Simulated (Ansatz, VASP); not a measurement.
# Hf in VASP and in Ansatz

INCAR

```
PREC = Accurate
ENCUT = 520
EDIFF = 1E-6
ISMEAR = -1
SIGMA = 0.05
LREAL = F
LASPH = T
NELM = 100
ALGO = Normal
ISIF = 2
LWAVE = F
LCHARG = F
GGA = PE
NBANDS = 11
```

Contents of KPOINTS:

```
Automatic mesh
0
Gamma
  14 14 14
```

Contents of POSCAR:

```
Hf
1.0
   -1.7869500000      1.7869500000      1.8050000000
    1.7869500000     -1.7869500000      1.8050000000
    1.7869500000      1.7869500000     -1.8050000000
Hf
1
Direct
    0.0000000000      0.0000000000      0.0000000000
```

Input for Ansatz:

```yaml
crystal:
  lattice:
    - [-1.78695, 1.78695, 1.805]
    - [1.78695, -1.78695, 1.805]
    - [1.78695, 1.78695, -1.805]
  atoms:
    - { symbol: Hf, position: [0.0, 0.0, 0.0] }
kpoints:
  mp_grid: { grid: [14, 14, 14] }
  band_path:
    path:
      - [0.0, 0.0, 0.0]
      - [0.0, 0.0, 0.5]
      - [0.25, 0.25, 0.25]
      - [0.0, 0.5, 0.0]
      - [0.0, 0.0, 0.0]
      - [0.5, 0.5, -0.5]
      - [0.495025, 0.504975, -0.495025]
      - [-0.495025, 0.495025, 0.495025]
      - [0.0, 0.0, 0.0]
    npoints: 5
scf:
  occupations: { method: fermi_dirac, width: 0.05 }
hamiltonian:
  xc: pbe
  pseudopotentials: { kind: all_electron, lapw: { basis_error: 0.0005 } }
output:
  forces: true
  stress: true
  eigenvalues: true
```

Change from the starting cell: equal xx and yy strain of -1 %.

Alike in both runs: task single point; functional PBE; k mesh 14 × 14 × 14; occupations fermi-dirac, width 0.05 eV; no spin polarisation.

|  | VASP | Ansatz |
| --- | --- | --- |
| version | VASP 6.6.1 | Ansatz 0.2.0 |
| potentials or method | VASP PAW PBE potentials, release 64 (Hf_pv) | all-electron LAPW, scalar-relativistic |
| plane-wave cutoff (eV) | 520 | see its input |

Ansatz gave:

| Property | Result |
| --- | --- |
| pressure (GPa) | -3.2 |
| largest component of the traceless stress (GPa) | 0.41 |

**Question.** Which values does VASP return?

**Answer.** Pressure (GPa): -3.5; largest component of the traceless stress (GPa): 0.42.

Ansatz ran all-electron here, so the differences hold the error of VASP's frozen core and of both bases.

Spin-orbit coupling is left out, which matters for the levels of Hf.
